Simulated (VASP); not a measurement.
Consider the following.

```
CELL_PARAMETERS angstrom
      0.00000     3.07000     3.07000
      3.07000     0.00000     3.07000
      3.07000     3.07000     0.00000
ATOMIC_POSITIONS crystal
  Al 0.00000 0.00000 0.00000
  Sb 0.25000 0.25000 0.25000
```

All values below come from G0W0 on PBE orbitals, VASP's PBE PAW potentials (set 64) (plane waves; VASP). Settings: PREC = Normal, 350 eV cut-off, 4×4×4 Γ-centred mesh, Gaussian smearing of 0.010 eV, potentials Al_GW Sb_d_GW.

The mesh is coarse and the basis finite, so the quasiparticle values are not converged.

NBANDS = 160, ENCUTGW = 200 eV, NOMEGA = 64. The PBE levels (eV) that the step starts from are:

```csv
state,KS energy,filling
"k1 (0.00, 0.00, 0.00), band 6",-7.27,2
"k1 (0.00, 0.00, 0.00), band 7",3.45,2
"k1 (0.00, 0.00, 0.00), band 8",3.45,2
"k1 (0.00, 0.00, 0.00), band 9",3.45,2
"k1 (0.00, 0.00, 0.00), band 10",5.04,0
"k1 (0.00, 0.00, 0.00), band 11",6.55,0
"k1 (0.00, 0.00, 0.00), band 12",6.55,0
"k1 (0.00, 0.00, 0.00), band 13",6.55,0
"k6 (-0.25, 0.25, 0.00), band 6",-5.97,2
"k6 (-0.25, 0.25, 0.00), band 7",-1.08,2
"k6 (-0.25, 0.25, 0.00), band 8",0.62,2
"k6 (-0.25, 0.25, 0.00), band 9",2.47,2
"k6 (-0.25, 0.25, 0.00), band 10",5.98,0
"k6 (-0.25, 0.25, 0.00), band 11",8.16,0
"k6 (-0.25, 0.25, 0.00), band 12",8.37,0
"k6 (-0.25, 0.25, 0.00), band 13",8.72,0
"k7 (0.50, 0.50, 0.00), band 6",-5.28,2
"k7 (0.50, 0.50, 0.00), band 7",-2.07,2
"k7 (0.50, 0.50, 0.00), band 8",1.25,2
"k7 (0.50, 0.50, 0.00), band 9",1.25,2
"k7 (0.50, 0.50, 0.00), band 10",4.66,0
"k7 (0.50, 0.50, 0.00), band 11",4.89,0
"k7 (0.50, 0.50, 0.00), band 12",12.20,0
"k7 (0.50, 0.50, 0.00), band 13",12.20,0
```

Task: Give the quasiparticle energies and renormalisation factors Z.

Result: 
```tsv
state	QP energy (eV)	Z
k1 (0.00, 0.00, 0.00), band 6	-7.84	0.66
k1 (0.00, 0.00, 0.00), band 7	2.91	0.76
k1 (0.00, 0.00, 0.00), band 8	2.91	0.76
k1 (0.00, 0.00, 0.00), band 9	2.91	0.76
k1 (0.00, 0.00, 0.00), band 10	5.33	0.76
k1 (0.00, 0.00, 0.00), band 11	6.66	0.75
k1 (0.00, 0.00, 0.00), band 12	6.66	0.75
k1 (0.00, 0.00, 0.00), band 13	6.66	0.75
k6 (-0.25, 0.25, 0.00), band 6	-6.52	0.69
k6 (-0.25, 0.25, 0.00), band 7	-1.65	0.71
k6 (-0.25, 0.25, 0.00), band 8	0.01	0.74
k6 (-0.25, 0.25, 0.00), band 9	1.90	0.76
k6 (-0.25, 0.25, 0.00), band 10	6.07	0.76
k6 (-0.25, 0.25, 0.00), band 11	8.27	0.74
k6 (-0.25, 0.25, 0.00), band 12	8.42	0.75
k6 (-0.25, 0.25, 0.00), band 13	8.82	0.75
k7 (0.50, 0.50, 0.00), band 6	-5.81	0.70
k7 (0.50, 0.50, 0.00), band 7	-2.64	0.70
k7 (0.50, 0.50, 0.00), band 8	0.63	0.74
k7 (0.50, 0.50, 0.00), band 9	0.63	0.74
k7 (0.50, 0.50, 0.00), band 10	4.59	0.77
k7 (0.50, 0.50, 0.00), band 11	4.88	0.77
k7 (0.50, 0.50, 0.00), band 12	12.31	0.72
k7 (0.50, 0.50, 0.00), band 13	12.31	0.72
```
On the mesh the gap opens from 1.21 to 1.68 eV.

The compound is AlSb in the zinc blende structure. The cell was not relaxed at this level. The k-mesh is coarse (spacing up to 0.44 per Å, 2π included), so the numbers may not be converged in it.
